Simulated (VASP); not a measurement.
Runs of VASP 6.6.1 on GaN. The structure is cubic, space group F-43m (No. 216). Conventional cell: a = 4.500 Å, b = 4.500 Å, c = 4.500 Å, α = 90.00°, β = 90.00°, γ = 90.00°. Ga (site symmetry -43m) is surrounded by 4 N at 1.95 Å. N (site symmetry -43m) is surrounded by 4 Ga at 1.95 Å. The cell was built by a generator and needn't be a form met in nature.

```tsv
level	potentials or basis	grid for exact exchange (PRECFOCK)	screening parameter	gap on the mesh (eV)	pressure (GPa)	relaxed volume (Å³/atom)
LDA	VASP PAW LDA potentials, release 64 (Ga_d, N)	-	-	1.95	0.2	11.10
PBEsol	VASP PAW PBE potentials, release 64 (Ga_d, N)	-	-	1.74	0.0	11.35
HSE06	VASP PAW PBE potentials, release 64 (Ga_d, N)	Fast	0.2 1/A	3.05	0.0	11.36
PBE	VASP PAW PBE potentials, release 64 (Ga_d, N)	-	-	1.55	-0.1	(b)
r2SCAN	VASP PAW PBE potentials, release 64 (Ga_d, N)	-	-	2.12	0.1	(a)
```

Alike in all rows: task relaxation of cell and atoms; no spin polarisation; cell relaxed; k mesh 8 × 8 × 8; cutoff (eV) 600; smearing fermi-dirac 0.05 eV.

**Question.** Estimate the missing entries.

**Answer.** (a) 11.44; (b) 11.76.

Caveats: the PAW data sets were made with another functional, which shifts forces and pressure a little (some runs).

A k mesh can miss the band edges, and the runs leave out spin-orbit coupling on Ga.
